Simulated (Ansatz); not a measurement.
# Ansatz 0.2.0, vacancy hop by nudged elastic band: Mg

The input file (Ansatz 0.2.0, plane waves):

```yaml
crystal:
  lattice:
    - [6.51437652, 5.77e-06, 0.0]
    - [3.25718326, 5.64161844, 0.0]
    - [0.0, 0.0, 10.576252]
  atoms:
    - { symbol: Mg, position: [0.33248588, 0.33786203, 0.1263579] }
    - { symbol: Mg, position: [0.16989855, 0.16642921, 0.37539905] }
    - { symbol: Mg, position: [0.33326512, 0.33502552, 0.62494886] }
    - { symbol: Mg, position: [0.16475026, 0.16837176, 0.87517851] }
    - { symbol: Mg, position: [0.33078823, 0.8342415, 0.12527956] }
    - { symbol: Mg, position: [0.15982347, 0.66451828, 0.37557052] }
    - { symbol: Mg, position: [0.33618191, 0.82678225, 0.62487391] }
    - { symbol: Mg, position: [0.16658236, 0.66755858, 0.87395761] }
    - { symbol: Mg, position: [0.83487919, 0.33135204, 0.12601187] }
    - { symbol: Mg, position: [0.66573879, 0.16542044, 0.37529206] }
    - { symbol: Mg, position: [0.83001759, 0.33408324, 0.62555431] }
    - { symbol: Mg, position: [0.65610811, 0.17301566, 0.87539366] }
    - { symbol: Mg, position: [0.66732631, 0.67150506, 0.3758441] }
    - { symbol: Mg, position: [0.83730552, 0.82912072, 0.62479148] }
    - { symbol: Mg, position: [0.66339992, 0.67077986, 0.87435787] }
kpoints:
  mp_grid: { grid: [3, 3, 2] }
magnetization:
  spin_polarized: false
scf:
  occupations: { method: gaussian, width: 0.1 }
hamiltonian:
  pseudopotentials: { kind: paw }
  xc: pbe
basis:
  ecutwfc: 420
neb:
  images: 5
  relax_end_points: true
  climbing: true
  f_tol: 0.1
  max_iterations: 40
  order_check: false
  final_atoms:
    - { symbol: Mg, position: [0.33248588, 0.33786203, 0.1263579] }
    - { symbol: Mg, position: [0.16989855, 0.16642921, 0.37539905] }
    - { symbol: Mg, position: [0.33326512, 0.33502552, 0.62494886] }
    - { symbol: Mg, position: [0.16475026, 0.16837176, 0.87517851] }
    - { symbol: Mg, position: [0.33078823, 0.8342415, 0.12527956] }
    - { symbol: Mg, position: [-0.1737644, 0.83935105, 0.12847185] }
    - { symbol: Mg, position: [0.33618191, 0.82678225, 0.62487391] }
    - { symbol: Mg, position: [0.16658236, 0.66755858, 0.87395761] }
    - { symbol: Mg, position: [0.83487919, 0.33135204, 0.12601187] }
    - { symbol: Mg, position: [0.66573879, 0.16542044, 0.37529206] }
    - { symbol: Mg, position: [0.83001759, 0.33408324, 0.62555431] }
    - { symbol: Mg, position: [0.65610811, 0.17301566, 0.87539366] }
    - { symbol: Mg, position: [0.66732631, 0.67150506, 0.3758441] }
    - { symbol: Mg, position: [0.83730552, 0.82912072, 0.62479148] }
    - { symbol: Mg, position: [0.66339992, 0.67077986, 0.87435787] }
```

The command:

```bash
ansatz run input.yaml --threads 4 --pin off --max-ram 8192MiB --backend cpu --events-out ev --progress --plain --runs-dir out
```

Origin of the cell: a database entry, scaled a little.

The cell is 2×2×2 cells of Mg with one Mg taken out; atom 6 (Mg) hops into the empty site, 3.22 Å away before the end points are relaxed. All atoms were shaken by about 0.02 Å first.

Output (shortened):

```
Warning: neb: disabling space-group detection — the band's intermediate images generally break the endpoint symmetry, so no spatial operation reduces the k-mesh or symmetrises the density, ex […]
Pseudopotentials: kind: paw
Pseudopotential: Mg, paw, valence charge 10, recommended cutoff 420 eV (normal), Mg.paw.azcp
Functional definition: PBE
  exchange = pbe_x(kappa = kappa, mu = beta*pi^2/3)
  correlation = pbe_c(beta = beta)
parallel-image band execution: 4 concurrent image workers
NEB image 0
Crystal: 15 atoms, lattice volume = 388.694 Å³
Basis set: ecut = 420 eV, 7523 PW (Γ), exchange–correlation on 90×90×144 points (8 copies of the dense FFT grid, shifted against one another)
Bands: 90, of which v1, the nominal top of the filled ones, is band 75 counted from 1 (74 counted from 0)
Symmetry: 1 space group operations
[… 3 lines left out …]
Initial density: superposition of atomic densities (neutral atoms: chi_scale 0, normalization atom), corrected by the library's trained network
Functional: x = pbe(κ = 0.804, μ = 0.219515), c = pbe(β = 0.066725)
SCF iter   1: F=—  HF=-28855.531276 eV  Δρ=1.99e-3  dr2=1.57e-1
SCF iter   2: F=—  HF=-28855.516387 eV  Δρ=1.03e-3  dr2=1.11e-2  defer=1
SCF iter   3: F=—  HF=-28855.514536 eV  Δρ=6.17e-4  dr2=3.78e-3  defer=1
[… 2 lines left out …]
SCF iter   6: F=—  HF=-28855.513847 eV  Δρ=1.46e-5  dr2=4.02e-6  defer=1
SCF iter   7: F=—  HF=-28855.513847 eV  Δρ=6.51e-6  dr2=3.73e-7  defer=1
SCF iter   8: F=-28855.513847 eV  HF=-28855.513847 eV  Δρ=1.75e-6  dr2=2.65e-8
NEB iter   1: max|band force component| = 5.423e-1 eV/Å  barrier→ = 0.6247 eV  barrier← = 0.6247 eV  Δτ_max = 0.1747 Å  (62 SCF iters)
NEB iter   2: max|band force component| = 1.249e-1 eV/Å  barrier→ = 0.3554 eV  barrier← = 0.3554 eV  CI = image 3  Δτ_max = 0.0620 Å  (35 SCF iters)
NEB iter   3: max|band force component| = 2.883e-2 eV/Å  barrier→ = 0.3325 eV  barrier← = 0.3325 eV  CI = image 3  Δτ_max = 0.0000 Å  (32 SCF iters)
--- NEB band (7 images, 3 band iterations, 129 SCF iterations, 32 more in tests of the images' electronic states and relaxations of end points) ---
  forward barrier  = 0.332514 eV
  backward barrier = 0.332511 eV
  lagrangian_above_aufbau_ev (what the smearing adds, to first order; not taken off the barriers): saddle image -0.025474 eV, end points -0.012155 and -0.012099 eV
  climbing image's point = of an order that was not read
  energies are F+E_penalty+E_count in eV, relative to image 0
  image     s (Å)  Δ vs image 0  max|band force component| (eV/Å)
      0    0.0000      0.000000                                 —
      1    0.5562      0.084884                          1.392e-2
      2    1.1125      0.252721                          2.564e-2
  *   3    1.6687      0.332514                          2.883e-2
      4    2.2255      0.252494                          2.570e-2
      5    2.7824      0.084500                          1.387e-2
      6    3.3392      0.000003                                 —
```

The converged band:

```json
{"image": "0", "path over all atoms (Å)": "0.00", "ΔF (eV)": "0.000", "Mg x": "3.23", "y": "3.78", "z (Å)": "3.95"}
{"image": "1", "path over all atoms (Å)": "0.56", "ΔF (eV)": "0.085", "Mg x": "2.97", "y": "3.93", "z (Å)": "3.58"}
{"image": "2", "path over all atoms (Å)": "1.11", "ΔF (eV)": "0.253", "Mg x": "2.71", "y": "4.08", "z (Å)": "3.12"}
{"image": "3", "path over all atoms (Å)": "1.67", "ΔF (eV)": "0.333", "Mg x": "2.44", "y": "4.24", "z (Å)": "2.65"}
{"image": "4", "path over all atoms (Å)": "2.23", "ΔF (eV)": "0.252", "Mg x": "2.17", "y": "4.39", "z (Å)": "2.17"}
{"image": "5", "path over all atoms (Å)": "2.78", "ΔF (eV)": "0.084", "Mg x": "1.90", "y": "4.55", "z (Å)": "1.72"}
{"image": "6", "path over all atoms (Å)": "3.34", "ΔF (eV)": "0.000", "Mg x": "1.65", "y": "4.70", "z (Å)": "1.34"}
```

Relaxed start, forces in eV/Å:

```xyz
15
Lattice="6.514 0.000 0.000 3.257 5.642 0.000 0.000 0.000 10.576" Properties=species:S:1:pos:R:3:forces:R:3 pbc="T T T" image=0
Mg    3.242    1.880    1.325   -0.001   -0.001    0.000
Mg    1.623    0.943    3.938   -0.001    0.001   -0.001
Mg    3.247    1.881    6.612   -0.003   -0.001    0.001
Mg    1.623    0.944    9.288    0.000    0.000    0.000
Mg    4.881    4.715    1.325    0.000    0.000    0.000
Mg    3.227    3.778    3.952   -0.001    0.001    0.000
Mg    4.880    4.709    6.612    0.001    0.003    0.001
Mg    3.227    3.779    9.273   -0.002    0.000    0.000
Mg    6.518    1.877    1.325    0.000    0.001    0.000
Mg    4.880    0.917    3.953    0.000   -0.003   -0.001
Mg    6.513    1.881    6.613    0.003    0.000    0.000
Mg    4.879    0.918    9.273    0.001   -0.004    0.000
Mg    6.532    3.778    3.953    0.002    0.000   -0.001
Mg    8.137    4.705    6.613   -0.001    0.000    0.001
Mg    6.532    3.779    9.273    0.002    0.001    0.000
```

Highest image (3), forces in eV/Å:

```xyz
15
Lattice="6.514 0.000 0.000 3.257 5.642 0.000 0.000 0.000 10.576" Properties=species:S:1:pos:R:3:forces:R:3 pbc="T T T" image=3
Mg    3.394    1.739    1.242    0.016   -0.017   -0.013
Mg    1.515    1.008    3.952   -0.005    0.003    0.029
Mg    3.194    1.926    6.628    0.001   -0.003    0.008
Mg    1.665    0.921    9.257    0.003   -0.002    0.007
Mg    5.079    4.657    1.242    0.023   -0.006   -0.013
Mg    2.438    4.237    2.648    0.000    0.000    0.000
Mg    4.816    4.736    6.628    0.003    0.001    0.008
Mg    3.251    3.767    9.285   -0.001    0.000    0.020
Mg    6.618    1.823    1.344    0.005   -0.003   -0.029
Mg    4.739    1.092    4.053   -0.016    0.017    0.013
Mg    6.468    1.909    6.615   -0.003    0.002   -0.007
Mg    4.939    0.905    9.244   -0.001    0.003   -0.008
Mg    6.312    3.815    4.053   -0.023    0.006    0.013
Mg    8.139    4.706    6.586    0.001   -0.001   -0.020
Mg    6.574    3.736    9.244   -0.003   -0.001   -0.008
```

Relaxed end, forces in eV/Å:

```xyz
15
Lattice="6.514 0.000 0.000 3.257 5.642 0.000 0.000 0.000 10.576" Properties=species:S:1:pos:R:3:forces:R:3 pbc="T T T" image=6
Mg    3.253    1.915    1.344    0.000    0.002   -0.001
Mg    1.617    0.951    3.971   -0.002    0.001    0.000
Mg    3.253    1.913    6.599    0.000    0.003    0.001
Mg    1.619    0.950    9.259   -0.001    0.001    0.000
Mg    4.858    4.694    1.344   -0.002   -0.001   -0.001
Mg    1.647    4.696    1.344    0.003   -0.002   -0.002
Mg    4.858    4.693    6.597   -0.002    0.000    0.002
Mg    3.252    3.768    9.259    0.000    0.000    0.001
Mg    6.510    1.887    1.358    0.000    0.001    0.001
Mg    4.891    0.952    3.971    0.001    0.001   -0.001
Mg    6.510    1.886    6.584    0.000    0.000    0.000
Mg    4.885    0.951    9.259    0.003    0.000    0.000
Mg    6.513    3.757    3.971   -0.001   -0.002   -0.001
Mg    8.163    4.694    6.598    0.001    0.000    0.001
Mg    6.510    3.763    9.258    0.000   -0.003    0.001
```

Barrier of this path: 0.33 eV forwards, 0.33 eV backwards, after 3 band iterations.

Caveats: the k mesh is coarse if the cell is a metal; a small cell with a neutral vacancy and no spin, whose shape can make like sites unlike; the cell is held at a rescaled volume, and strain moves barriers; the hop was drawn among near neighbours and need not be the easiest path; few images and a loose tolerance, and neither the top nor the ends were tested for their order.

It ran for 3.5 min on 4 threads of Arm Neoverse V1, on a shared host, peak memory 2.1 GiB, from the program's own first density.
